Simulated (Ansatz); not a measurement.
**Sb: levels along high-symmetry lines**

```
CELL_PARAMETERS angstrom
2.15060 1.24165 3.74400
-2.15060 1.24165 3.74400
0.00000 -2.48330 3.74400
ATOMIC_POSITIONS crystal
Sb 0.23364 0.23364 0.23364
Sb 0.76636 0.76636 0.76636
```

Atoms are numbered in the order listed.

The cell is a measured one (Crystallography Open Database entry 9009654); the temperature and pressure of the measurement aren't taken into account, and nothing was relaxed.

Computed with DFT, PBE, all-electron LAPW, Dirac equation with spin-orbit coupling in Ansatz 0.2.0.

The runs use a Γ-centred 9×9×9 k mesh, Fermi–Dirac smearing of 0.05 eV, basis error target 0.5 meV/atom, no spin polarisation.

Points in fractions of the reciprocal vectors of this cell: Γ (0, 0, 0), T (0.5, 0.5, 0.5), H2 (0.76, 0.24, 0.5), H0 (0.5, -0.24, 0.24), L (0.5, 0, 0), S0 (0.37, -0.37, 0), S2 (0.63, 0, 0.37), F (0.5, 0, 0.5). The path runs Γ–T–H2–H0–L–Γ–S0–S2–F. Energies are in eV from the Fermi level; (×n) counts levels within 4 meV of each other, which need not be degenerate by symmetry.

Metal or insulator at this level of theory?

No gap opens: metallic or semimetallic.

Tabulate bands 42 to 49, counted from the lowest band of the run, along the path.


| k (1/Å) | point | band 42 | band 43 | band 44 | band 45 | band 46 | band 47 | band 48 | band 49 |
| --- | --- | --- | --- | --- | --- | --- | --- | --- | --- |
| 0.00 | Γ | -2.42 | -1.71 | -1.71 | -1.54 | -1.54 | 1.89 | 1.89 | 2.66 |
| 0.17 |  | -2.23 | -1.52 | -1.52 | -1.47 | -1.47 | 1.75 | 1.75 | 2.43 |
| 0.34 |  | -2.05 | -1.45 | -1.45 | -0.97 | -0.97 | 1.29 | 1.29 | 1.92 |
| 0.50 |  | -1.88 | -1.33 | -1.33 | -0.64 | -0.64 | 0.67 | 0.67 | 1.17 |
| 0.67 |  | -1.70 | -1.16 | -1.16 | -0.52 | -0.52 | 0.18 | 0.18 | 0.58 |
| 0.84 | T | -1.59 | -1.07 | -1.07 | -0.54 | -0.54 | 0.02 | 0.02 | 0.33 |
| 0.99 |  | -2.44 | -1.79 | -1.79 | -0.30 | -0.30 | 0.06 | 0.06 | 1.03 |
| 1.14 |  | -3.65 | -2.82 | -2.82 | -0.34 | -0.34 | 0.18 | 0.18 | 2.64 |
| 1.29 |  | -4.58 | -3.81 | -3.81 | -0.37 | -0.37 | 0.39 | 0.39 | 4.04 |
| 1.45 |  | -5.03 | -4.59 | -4.59 | -0.48 | -0.48 | 0.61 | 0.61 | 4.42 |
| 1.60 | H2 | -5.04 | -4.88 | -4.88 | -0.73 | -0.73 | 0.70 | 0.70 | 4.57 |
| 1.73 |  | -5.21 | -4.40 | -4.40 | -1.44 | -1.44 | 1.33 | 1.33 | 4.13 |
| 1.87 |  | -5.32 | -3.60 | -3.60 | -2.49 | -2.49 | 2.38 | 2.38 | 3.63 |
| 2.00 |  | -5.32 | -3.60 | -3.60 | -2.49 | -2.49 | 2.38 | 2.38 | 3.63 |
| 2.14 |  | -5.21 | -4.40 | -4.40 | -1.44 | -1.44 | 1.33 | 1.33 | 4.13 |
| 2.27 | H0 | -5.04 | -4.88 | -4.88 | -0.73 | -0.73 | 0.70 | 0.70 | 4.57 |
| 2.41 |  | -5.01 | -4.33 | -4.33 | -1.02 | -1.02 | 0.64 | 0.64 | 4.67 |
| 2.55 |  | -4.56 | -3.49 | -3.49 | -1.31 | -1.31 | 0.49 | 0.49 | 3.79 |
| 2.69 |  | -3.75 | -2.46 | -2.46 | -1.55 | -1.55 | 0.32 | 0.32 | 2.23 |
| 2.83 |  | -2.72 | -1.77 | -1.77 | -1.23 | -1.23 | 0.21 | 0.21 | 0.74 |
| 2.97 | L | -1.98 | -1.85 | -1.85 | -0.30 | -0.30 | -0.18 | -0.18 | 0.27 |
| 3.15 |  | -2.06 | -1.83 | -1.83 | -0.58 | -0.58 | 0.17 | 0.17 | 0.53 |
| 3.33 |  | -2.17 | -1.79 | -1.79 | -0.85 | -0.85 | 0.69 | 0.69 | 1.16 |
| 3.50 |  | -2.25 | -1.73 | -1.73 | -1.14 | -1.14 | 1.31 | 1.31 | 1.91 |
| 3.68 |  | -2.33 | -1.68 | -1.68 | -1.44 | -1.44 | 1.78 | 1.78 | 2.47 |
| 3.86 | Γ | -2.42 | -1.71 | -1.71 | -1.54 | -1.54 | 1.89 | 1.89 | 2.66 |
| 4.08 |  | -2.41 | -1.70 | -1.70 | -1.33 | -1.33 | 1.64 | 1.64 | 2.21 |
| 4.29 |  | -3.01 | -1.36 | -1.36 | -0.97 | -0.97 | 0.75 | 0.75 | 1.06 |
| 4.51 |  | -3.93 | -1.49 | -1.49 | -1.26 | -1.26 | 0.41 | 0.41 | 0.99 |
| 4.72 |  | -4.77 | -2.47 | -2.47 | -2.07 | -2.07 | 1.39 | 1.39 | 2.01 |
| 4.94 | S0 | -5.34 | -3.28 | -3.28 | -2.85 | -2.85 | 2.72 | 2.72 | 3.36 |
| 5.06 |  | -5.21 | -3.71 | -3.71 | -2.12 | -2.12 | 1.83 | 1.83 | 3.80 |
| 5.18 |  | -5.02 | -4.15 | -4.15 | -1.25 | -1.25 | 0.83 | 0.83 | 4.43 |
| 5.29 |  | -5.02 | -4.15 | -4.15 | -1.25 | -1.25 | 0.83 | 0.83 | 4.43 |
| 5.41 |  | -5.21 | -3.71 | -3.71 | -2.12 | -2.12 | 1.83 | 1.83 | 3.80 |
| 5.53 | S2 | -5.34 | -3.28 | -3.28 | -2.85 | -2.85 | 2.72 | 2.72 | 3.36 |
| 5.61 |  | -5.44 | -3.50 | -3.50 | -3.06 | -3.06 | 2.78 | 2.78 | 3.66 |
| 5.68 |  | -5.50 | -3.68 | -3.68 | -3.25 | -3.25 | 2.35 | 2.35 | 4.03 |
| 5.76 |  | -5.50 | -3.82 | -3.82 | -3.39 | -3.39 | 1.92 | 1.92 | 4.42 |
| 5.83 |  | -5.48 | -3.91 | -3.91 | -3.48 | -3.48 | 1.64 | 1.64 | 4.71 |
| 5.91 | F | -5.47 | -3.95 | -3.95 | -3.51 | -3.51 | 1.54 | 1.54 | 4.81 |
